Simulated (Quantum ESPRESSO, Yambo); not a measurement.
# Quasiparticle gap of CuI (Marshite) in Yambo, part 3 of 3

Aim: the G0W0 gap of CuI (Marshite) on PBE, step by step.

Quantum ESPRESSO 7.5 and Yambo 5.3.0; PBE and many-body steps on it, plane waves. Known limits of the many-body steps: not at the basis limit; d shell near the gap, gap tends to lie low; no spin-orbit coupling.

So far. Step 3 (Bands along the symmetry lines): The gap is 1.096 eV, as in the run before at this level. Step 4 (Empty states on the mesh, 4×4×4 mesh, 254 bands): On this mesh the gap is 1.096 eV.

The database entry behind the starting cell differs from later determinations by our own check (about 0.15 % long (mineral sample)), so it need not match the best structure at ambient conditions.

In doubt: a PseudoDojo file used here is known to give poor structures and forces, which bears on pressures, cells, forces and phonons.

## Step 6: Screening and self-energy, 4×4×4 mesh, 254 bands, screening to 210.9 eV

Now the one-shot GW correction: screening in the RPA, then the self-energy of the levels asked for.

This step: G0W0 on PBE, plane waves, norm-conserving pseudopotentials.

gw1.in reads:

```
HF_and_locXC
gw0
dyson
ppa
em1d
rim_cut
RandQpts= 1000000
RandGvec= 1 RL
EXXRLvcs= 84 Ry
VXCRLvcs= 336 Ry
Chimod= "HARTREE"
% BndsRnXp
 1 | 254 |
%
NGsBlkXp= 15.5 Ry
% LongDrXp
 1 | 1 | 1 |
%
% GbndRnge
 1 | 254 |
%
DysSolver= "n"
ExtendOut
PPAPntXp= 27.21138 eV
% QPkrange
 1 | 1 | 21 | 24 |
%
```

The run is started by

```bash
OMP_NUM_THREADS=1 mpirun -n 4 yambo -F gw1.in -J gw1 -C gw1 > gw1.log
```

The log of the run:

```text
 Yambo, version 5.3.0

 [02] CORE Variables Setup
 =========================

  [... cell, symmetries and grids as in the set-up ...]

  [02.05] Energies & Occupations
  ==============================

  [X] === General ===
  [X] Electronic Temperature                        :  0.000000  0.000000 [eV K]
  [X] Bosonic    Temperature                        :  0.000000  0.000000 [eV K]
  [X] Finite Temperature mode                       : no
  [X] El. density                                   :  0.78968E+24 [cm-3]
  [X] Fermi Level                                   :  9.159113 [eV]

  [X] === Gaps and Widths ===
  [X] Conduction Band Min                           :  1.096441 [eV]
  [X] Valence Band Max                              :  0.000000 [eV]
  [X] Filled Bands                                  :  22
  [X] Empty Bands                                   :   23  254
  [X] Direct Gap                                    :  1.096441 [eV]
  [X] Direct Gap localized at k                     :  1
  [X] Indirect Gap                                  :  1.096441 [eV]
  [X] Indirect Gap between kpts                     :  1  1
  [X] Last valence band width                       :  1.487453 [eV]
  [X] 1st conduction band width                     :  3.372476 [eV]

 [03] Transferred momenta grid and indexing
 ==========================================

 IBZ Q-points                                      :   8
 BZ  Q-points                                      :   64

 K/Q-points units:
 rlu = crystal or reduced units; cc = cartesian coordinates; iku = interal k-units

 Q [1]          [rlu]:  0.000000  0.000000  0.000000
 Q [2]          [rlu]:  0.42768E-17  0.42768E-17  0.25000
 Q [3]          [rlu]: -0.85536E-17 -0.85536E-17 -0.50000
 Q [4]          [rlu]: -0.36222E-17  0.25000      0.25000
 Q [5]          [rlu]:  0.32032E-16  0.25000      0.50000
 Q [6]          [rlu]: -0.85536E-17  0.25000     -0.25000
 Q [7]          [rlu]:  0.72444E-17 -0.50000     -0.50000
 Q [8]          [rlu]:  0.250000 -0.500000 -0.250000

 [04] Coloumb potential Random Integration (RIM)
 ===============================================

  [04.01] RIM initialization
  ==========================

  * Diagonal components only detected *

  8 x (sBL volume)        :  0.082461 [a.u.]
  sBZ random points       :  1000000
  Points outside the sBZ  :   7996195
  RL volume               :  0.659691 [a.u.]
  Integrated volume       :  0.660005 [a.u.]

  [04.02] RIM integrals
  =====================

  Gamma point sphere radius             :  0.078953 [a.u.]
  Points outside the sphere             :   799659
  [Int_sBZ(q=0) 1/q^2]*(Vol_sBZ)^(-1/3) =:  7.764404
                                 should be <:  7.795600

  Summary of Coulomb integrals for non-metallic bands |Q|[au] RIM/Bare

  Q [1] 0.100000E-4 0.995998 * Q [2] 0.237462 1.065485
  Q [4] 0.274197 1.063764 * Q [6] 0.387774 1.026090
  Q [5] 0.454705 1.019492 * Q [3] 0.474924 1.016875
  Q [7] 0.548395 1.013693 * Q [8] 0.613124 1.010607

 [05] Dipoles
 ============

  [05.01] Setup: observables and procedures
  =========================================

 [06] Dynamic Dielectric Matrix (PPA)
 ====================================

 [WR./gw1//ndb.pp]---------------------------------------------------------------
  Brillouin Zone Q/K grids (IBZ/BZ)                :    8   64    8   64
  RL vectors                                       :   5961 [WF]
  Coulomb cutoff potential                         : none
  Electronic Temperature                           :  0.000000 [K]
  Bosonic    Temperature                           :  0.000000 [K]
  PPA    diel. fun.  energies                      : Perdew, Burke & Ernzerhof(X)+Perdew, Burke & Ernzerhof(C)
  wavefunctions                                    : Perdew, Burke & Ernzerhof(X)+Perdew, Burke & Ernzerhof(C)
  Global Gauge                                     : length
  X matrix size                                    :   459
  X band range                                     :    1  254
  X e/h energy range                               : -1.000000 -1.000000 [eV]
  X Time ordering                                  : R
  X Hxc Kernel                                     : HARTREE
  X Drude frequency                                :  0.000000  0.000000
  X poles                                          :  100.0000 [o/o]
  RL vectors in the sum                            :   5961
  [r,Vnl] included                                 : yes
  Field direction                                  :  0.577350E-5  0.577350E-5  0.577350E-5
  BZ energy Double Grid                            : no
  BZ energy DbGd points                            : 0
  BZ Q point size factor                           : -1.000000
  X Optical Averaged directions                    : none

 [07] Local Exchange-Correlation + Non-Local Fock
 ================================================

 [VXC] Plane waves :   39189
 [EXS] Plane waves :   4957

 QP @ state[ 1 ] K range:  1  1
 QP @ state[ 1 ] b range:  21  24

 [xc] Functional : Perdew, Burke & Ernzerhof(X)+Perdew, Burke & Ernzerhof(C)
 [xc] LIBXC used to calculate xc functional
  PP Number of Atomic Species                      :  2
  NLCC RL compoments                               :   39189
  PP Number of Atomic Species                      :  2
  NLCC RL compoments                               :   39189

 [xc] E_xc :  -39.55871 [Ha]
      E_xc :  -79.11742 [Ry]

  Local XC kind (lXC) : Perdew, Burke & Ernzerhof(X)+Perdew, Burke & Ernzerhof(C)
  Non-Local XC kind (nlXC) : Hartree-Fock

  Corrections @ K [1] :  [eV]
 <21|nlXC|21> = -31.02397 -0.18481E-17 <21|lXC|21> = -25.75253 -0.56646E-15
 <22|nlXC|22> = -31.02401  0.10383E-16 <22|lXC|22> = -25.75253 -0.18857E-15
 <23|nlXC|23> = -7.227949 -0.34121E-17 <23|lXC|23> = -11.40864  0.56625E-15
 <24|nlXC|24> = -6.100483  0.12557E-17 <24|lXC|24> = -10.54627 -0.94434E-16

 [08] Dyson equation: Newton solver
 ==================================

  [08.01] G0W0 (W PPA)
  ====================

  [  GW  ] Bands range     :    1  254
  [GW/PPA] G damping       :  0.100000 [eV]

  QP @ state[ 1 ] K range:  1  1
  QP @ state[ 1 ] b range:  21  24

   Sc/G bands                                       :    1  254
   Sc/G damping                                     :  0.100000 ev
   Sc bands terminator                              : no
   Sx RL components                                 :   4957

   QP @ state[ 1 ] K range                          :  1  1
   QP @ state[ 1 ] b range                          :  21  24
   GF energies kind                                 : Perdew, Burke & Ernzerhof(X)+Perdew, Burke & Ernzerhof(C)
   GF WF`s kind                                     : Perdew, Burke & Ernzerhof(X)+Perdew, Burke & Ernzerhof(C)
   Xs energies kind                                 : Perdew, Burke & Ernzerhof(X)+Perdew, Burke & Ernzerhof(C)
   Xs WF`s kind                                     : Perdew, Burke & Ernzerhof(X)+Perdew, Burke & Ernzerhof(C)

 [11] Game Over & Game summary
```

It took 9 min on 4 MPI ranks of Arm Neoverse V1, shared host; peak memory 2.1 GiB; 36 min of CPU time.

This step gave:

```yaml
g0w0_gap_on_the_points_computed: 1.566 eV
starting_gap_on_the_mesh: 1.096 eV
k_of_the_valence_top: 0, 0, 0
k_of_the_conduction_bottom: 0, 0, 0
least_direct_g0w0_gap_on_the_computed_points: 1.566 eV
z_at_the_valence_top: 0.7596
z_at_the_conduction_bottom: 0.8163
```

The gap on the mesh goes from 1.10 eV to 1.57 eV, a correction of +0.47 eV.

Limits: finite bands, cutoff and mesh; d shell near the gap, gap tends to lie low; no spin-orbit coupling. v1 is the top filled band, c1 the lowest empty one. Levels before and after the correction, in eV, zero at the valence-band top of each column:

```
           conduction bottom  valence top
Kohn-Sham               1.10         0.00
     G0W0               1.57         0.00
```

```
             level  energy (eV)
Kohn-Sham  Γ v2-v1        0.000
Kohn-Sham     Γ c1        1.096
Kohn-Sham     Γ c2        4.868
     G0W0  Γ v2-v1        0.000
     G0W0     Γ c1        1.566
     G0W0     Γ c2        5.427
```

## Step 7: Where the time went

Times are wall times on the hardware named with each run, good to a factor of about two.

```
                          step   time  share  memory (GiB)
                  ground state   12 s    2 %          0.33
bands along the symmetry lines    8 s    1 %          0.27
      empty states on the mesh   33 s    5 %          0.64
         conversion and set-up    3 s    1 %          0.25
     screening and self-energy  9 min   91 %           2.1
```

## Step 8: What came out

```yaml
pbe_gap: 1.10 eV, direct
g0w0_gap_on_the_mesh: 1.57 eV
gw_settings: 4×4×4 mesh, 254 bands, screening to 210.9 eV, Godby-Needs plasmon pole
known_limits: not at the basis limit; d shell near the gap, gap tends to lie low; no spin-orbit coupling
```

What this shows: G0W0 moves the gap on the mesh from 1.10 eV to 1.57 eV (+0.47 eV), with Z of 0.76 and 0.82 at the edges. Only 1 of the mesh's irreducible points was corrected, so a valley elsewhere could overtake. The dearest step here is «screening and self-energy». Bands and cutoff are finite, so the gap is not at the basis limit. The miss can reach some tenths of an eV and take either sign; the mesh is an error of its own. In the G0W0 run levels were corrected at 1 k point alone, so a gap called «on the mesh» is the least over those, and an edge elsewhere would be missed. A d shell, filled or nearly so, lies near the gap. One-shot GW converges very slowly in bands there, not always from below, and on a semilocal start the gap tends to come out low; starts rich in exact exchange can overshoot instead. The many-body steps are scalar-relativistic: spin-orbit coupling is not in them.

[Paths, hosts, dates, memory and timing lines, banners, echoed tables and standing remarks are left out of the program output.]

[Logs are printed without paths, hosts, clocks, repeated set-up lines and the standing remarks that a program may print on its own settings, such as how far it seeks lower states.]

[Runs of the session that timed out or met a known fault of the program may be left out.]

[Hosts, paths, dates, database ids (printed as entryN), source tags and the programs' standing remarks are cut or masked in the printed files.]
